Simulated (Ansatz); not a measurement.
# HfSiO4: from supercell energies to defect levels (Hf on the Si site)

The calculation used DFT PBE, scalar-relativistic, plane waves, PAW in Ansatz 0.2.0. (420 eV cutoff, 2×2×2 k-mesh, shifted by half a step, Gaussian smearing of 0.01 eV, collinear spin in charge +1, -1 alone)

Host crystal, relaxed:

```
Hf Si O
1.0
    -3.32275    3.32275    3.00722
     3.32275   -3.32275    3.00722
     3.32275    3.32275   -3.00722
Hf Si O
2 2 8
Direct
  0.75000 0.25000 0.50000
  0.00000 0.00000 0.00000
  0.25000 0.75000 0.50000
  0.50000 0.50000 0.00000
  0.13474 0.31893 0.81581
  0.06893 0.75313 0.68419
  0.50313 0.31893 0.18419
  0.06893 0.38474 0.31581
  0.61526 0.93107 0.68419
  0.68107 0.86526 0.18419
  0.24687 0.93107 0.31581
  0.68107 0.49687 0.81581
```

The Hf on the Si site was set at (0.250, 0.750, 0.500) of the host cell, in a supercell of 48 sites (531 Å³), relaxed at fixed cell in each charge q. The host's Kohn–Sham gap is 5.31 eV and its static dielectric constant 12.6 (mean). For each charge: the supercell's free energy over the neutral one with q electrons exchanged at the valence band top, F(q) − F(0) + qE_v; the image-charge term; and the term that aligns the potential far from the defect with the host's.

Spin-orbit coupling is left out, which matters for the bands and energies of heavy elements.

```csv
q,F(q) − F(0) + qE_v (eV),image charge (eV),alignment (eV)
+1,-0.474,0.203,0.458
0,0.000,0.000,0.000
-1,5.841,0.203,-0.700
```

Task: Add the terms and find the levels between neighbouring charges, ε(q/q′) = [A(q′) − A(q)]/(q − q′), with and without the two corrections.

Result: A(q): 0.188 eV for +1, 0.000 eV for 0, 5.344 eV for -1.
| level | corrected (eV over E_v) | uncorrected (eV) |
| --- | --- | --- |
| (+1/0) | -0.19 | 0.47 |
| (0/-1) | 5.34 | 5.84 |

As a check, a point charge in a simple cubic cell of this volume has q²αe²/(2εL) = 0.200 q² eV (e² = 14.40 eV Å, α = 2.837, L = 8.10 Å); the shape of the real cell can change it somewhat. The term grows as q², so it pushes donor levels down and acceptor levels up. The program doubts the alignment for q = +1, -1, so levels beside it are uncertain by about that term.

Task: Which of these charges is lowest with the Fermi level at the valence band top, at mid-gap and at the conduction band bottom?

Result: The line A(q) + qE_F that lies lowest gives the charge: 0 at E_F = 0.00 eV, 0 at E_F = 2.65 eV, 0 at E_F = 5.31 eV. (+1/0) and (0/-1) fall outside this Kohn–Sham gap, so the change of charge isn't reached within it; the real gap is usually wider and may hold a localised level, while a level that comes from a carrier in the host's bands only marks the band edge and moves with it. In charge +1, -1 the cell has partly filled levels, from a carrier spread over the host's bands, a defect level that the small cell broadens into a band, or a degenerate defect level that the symmetric start can't split, so the levels beside it are doubtful. In charge +1 the extra carrier sits in the host's bands, sampled away from their edge; a term of -0.19 eV would put the level beside it at that edge (it also undoes corrections that don't apply to a spread carrier) and isn't included above. In charge -1 the extra carrier sits in the host's bands, sampled away from their edge; a term of -0.02 eV would put the level beside it at that edge (it also undoes corrections that don't apply to a spread carrier) and isn't included above. Without the alignment that the program doubts, the level (+1/0) would lie at 0.27 eV, inside the gap, so these runs don't decide whether the defect changes charge there. Charges beyond those computed could lie lower near the band edges.

Task: The neutral defect forms at 0.76 eV with atoms taken from and returned to the elements. What are the formation energies at those three Fermi levels, and what share of sites would hold the defect at 1200 K with E_F at mid-gap, if the host still stood at that temperature?

Result: E_f = E_f(0) + A(q) + qE_F = 0.76, 0.76, 0.76 eV. In the dilute limit the share is exp(−E_f/k_BT) = exp(−0.759/0.1034) = 6.5×10⁻⁴, leaving out degeneracy and vibrational entropy. Both elements stand at their elemental potentials, a limit that the host or competing compounds often put out of reach. The small cell and the narrow Kohn–Sham gap leave errors of tenths of an eV or more, which change the share by orders of magnitude.

Among the computed charges, Hf on the Si site is neutral at mid-gap, as expected for an isovalent substitution: Hf and Si are both tetravalent in the silicate, so the exchange leaves no electron or hole to compensate. The added carriers enter host bands, mainly O 2p at the valence edge and Hf 5d at the conduction edge. The charged runs therefore give no firm evidence of a deep donor or acceptor level.

The cost of the substitution is probably mostly elastic and local, since Hf⁴⁺ is much larger than Si⁴⁺ and poorly suited to a tetrahedral oxygen cage. The modest 0.76 eV doesn't measure that misfit alone. Hf binds oxygen more strongly than Si does, so exchanging the elements gains oxide bond energy that offsets part of the strain. In equilibrium with HfO₂ and SiO₂ that gain would be largely cancelled by the chemical potentials, making the defect costlier and much rarer. The fraction at 1200 K thus reflects strongly Hf-favouring conditions, not the disorder expected in ordinary hafnon.
